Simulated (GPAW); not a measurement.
Runs of GPAW 26.7.0 on Sr. Symmetry: Fm-3m, No. 225, cubic system. The conventional cell has a = 6.085 Å, b = 6.085 Å, c = 6.085 Å, α = 90.00°, β = 90.00°, γ = 90.00°. Sr (site symmetry m-3m) has 12 Sr at 4.30 Å as nearest neighbours. 

| task | level | potentials or basis | spin | k mesh | maxiter | band path | band points | spin axis theta (degrees) | spin axis phi (degrees) | other keys | pressure (GPa) |
| --- | --- | --- | --- | --- | --- | --- | --- | --- | --- | --- | --- |
| band structure | PBE | PAW data sets generated in the run's folder for this functional, pw | off | 8 × 8 × 8 | 150 | GXWKGLUWLK,UX | 100 | - | - | - | -0.3 |
| single point | PBE | GPAW PAW data sets (gpaw-data 1.2.1), pw | off | 12 × 12 × 12 | 100 | - | - | - | - | several, not listed | -0.3 |
| band structure | PBEsol | PAW data sets generated in the run's folder for this functional, pw | SOC, no magnetisation | 8 × 8 × 8 | 150 | GXWKGLUWLK,UX | 100 | 90 | 45 | - | -0.9 |
| band structure | TASK | GPAW PAW data sets (gpaw-data 1.2.1), pw | SOC, no magnetisation | 8 × 8 × 8 | 150 | GXWKGLUWLK,UX | 60 | 0 | 0 | - | (a) |
| band structure | PBE | JTH PAW 2.0, PBE, pw | off | 8 × 8 × 8 | 150 | GXWKGLUWLK,UX | 100 | - | - | - | -0.1 |

Alike in all rows: cell as given; cutoff (eV) 600; smearing fermi-dirac 0.05 eV.

**Question.** Fill in the values left out.

**Answer.** (a) 3.0.

Caveats: spin-orbit coupling was added after a scalar SCF, so levels and gaps hold it while energy, forces, pressure and moments don't (some runs); the PAW data sets were made with another functional, which shifts forces and pressure a little (some runs); the program truncates these outside data sets (some runs).
